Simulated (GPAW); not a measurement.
Set up this calculation in GPAW 26.7.0, as an ASE script.

```yaml
Task: band structure
Functional: optB88-vdW
Potentials_or_basis: GPAW PAW data sets (gpaw-data 1.2.1)
Cutoff: 600 eV
Basis: pw
k_mesh: 6 × 6 × 6
Occupations: fermi-dirac, width 0.05 eV
Spin: spin-orbit coupling, no magnetisation
Maxiter: 150
older_calculator_legacy_gpaw: yes
Band_path: GXWKGLUWLK,UX
Band_points: 100
spin_axis_theta_degrees: 54.7
spin_axis_phi_degrees: 45
Soc_after_scf: second variation
```

The structure of Sn lies in POSCAR:

```
Sn
1.0
    0.0000000000      3.2333428000      3.2333428000
    3.2333428000      0.0000000000      3.2333428000
    3.2333428000      3.2333428000      0.0000000000
Sn
2
Direct
    0.7500000000      0.7500000000      0.7500000000
    0.5000000000      0.5000000000      0.5000000000
```

This isn't the form of Sn at room conditions, which is tetragonal (white tin).

One way to write it, as run:

run.py

```python
import numpy as np
from ase.dft.bandgap import bandgap
from ase.io import read, write
from gpaw import GPAW, PW
from gpaw.spinorbit import soc_eigenstates

atoms = read('POSCAR')

calc = GPAW(mode=PW(600),
            xc={'name': 'optB88-vdW', 'backend': 'libvdwxc'},
            kpts={'size': (6, 6, 6), 'gamma': True},
            occupations={'name': 'fermi-dirac', 'width': 0.05},
            nbands=24,
            convergence={'density': 1e-05, 'energy': 1e-05},
            maxiter=150,
            legacy_gpaw=True,
            txt='gpaw.txt')
atoms.calc = calc
energy = atoms.get_potential_energy()
forces = atoms.get_forces()
calc.write('gs.gpw')
write('result.traj', atoms)
print(f'Energy: {energy:.6f} eV')
print('Forces (eV/A):')
print(forces.round(4))
print('Fermi level:', round(calc.get_fermi_level(), 4), 'eV')
print(f'Gap: {bandgap(calc)[0]:.4f} eV, direct: {bandgap(calc, direct=True)[0]:.4f} eV')

path = atoms.cell.bandpath('GXWKGLUWLK,UX', npoints=100, eps=1e-4)
bs_calc = calc.fixed_density(kpts=path, symmetry='off', nbands=38,
                             convergence={'bands': 'CBM+6.0', 'eigenstates': 1e-6}, txt='bands.txt')
bs = bs_calc.band_structure()
bs.write('bs.json')
print(f'Gap on the path: {bandgap(bs_calc)[0]:.4f} eV')

soc = soc_eigenstates(bs_calc, theta=54.7, phi=45)
np.savetxt('soc_bands.dat', soc.eigenvalues(), fmt='%.4f')
mesh = soc_eigenstates('gs.gpw', theta=54.7, phi=45)
np.savetxt('soc_mesh.dat', mesh.eigenvalues(), fmt='%.4f')
print('Fermi level with spin-orbit coupling:', round(mesh.fermi_level, 4), 'eV')
```

Potentials or basis: GPAW PAW data sets (gpaw-data 1.2.1), pw.

Command:

```sh
$ OMP_NUM_THREADS=1 python run.py
```

Results of the run:

The band gap along the path is none (metal or under the smearing width).

Caveat: spin-orbit coupling was added after a scalar SCF, so levels and gaps hold it while energy, forces, pressure and moments don't; this program's spin-orbit splittings come out too wide for heavy elements; the PAW data sets were made with another functional, which shifts forces and pressure a little.

Wall time 120 s on 1 thread of Arm Neoverse V1, with other jobs on the host, peak memory 0.45 GiB.
